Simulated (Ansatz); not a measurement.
**Phases of Ag at 31 GPa**

Structure types of Ag are relaxed in primitive cells with their symmetry kept at 31 GPa, first on PAW files, then by LAPW. The enthalpy is E + pV at zero temperature, without zero-point motion. Only the types listed were tried, and differences under about 5 meV/atom are mesh noise.

All numbers are PBE results (scalar-relativistic) from Ansatz 0.2.0, with Fermi–Dirac smearing of 0.08 eV, no spin polarisation. Methods: LAPW: all electrons, basis error target 0.5 meV/atom; PAW: frozen-core files, cutoff 420 eV.

k meshes: fcc 17×17×17, bcc 17×17×17, hcp 16×16×9, beta tin 17×17×17, diamond 13×13×13, omega 8×8×12.

```json
{"start type": "fcc", "ends as": "fcc, Fm-3m", "a, b, c (Å)": "3.886, 3.886, 3.886", "V (Å³/atom)": "14.67", "H − H(lowest), LAPW (meV/atom)": "0.0"}
{"start type": "bcc", "ends as": "bcc, Im-3m", "a, b, c (Å)": "3.089, 3.089, 3.089", "V (Å³/atom)": "14.74", "H − H(lowest), LAPW (meV/atom)": "42.4"}
{"start type": "hcp", "ends as": "hcp, P6_3/mmc", "a, b, c (Å)": "2.749, 2.749, 4.492", "V (Å³/atom)": "14.70", "H − H(lowest), LAPW (meV/atom)": "7.1"}
{"start type": "beta tin", "ends as": "beta tin, I4_1/amd", "a, b, c (Å)": "4.931, 4.931, 2.600", "V (Å³/atom)": "15.81", "H − H(lowest), LAPW (meV/atom)": "509.8"}
{"start type": "diamond", "ends as": "diamond, Fd-3m", "a, b, c (Å)": "5.505, 5.505, 5.505", "V (Å³/atom)": "20.85", "H − H(lowest), LAPW (meV/atom)": "?"}
{"start type": "omega", "ends as": "omega, P6/mmm", "a, b, c (Å)": "4.423, 4.423, 2.641", "V (Å³/atom)": "14.91", "H − H(lowest), LAPW (meV/atom)": "?"}
```

**Question.** Fill in "H − H(lowest), LAPW (meV/atom)" for the row "omega".

**Answer.** 119.3.

**Question.** What belongs in the row "diamond", column "H − H(lowest), LAPW (meV/atom)"?

**Answer.** 2329.9.
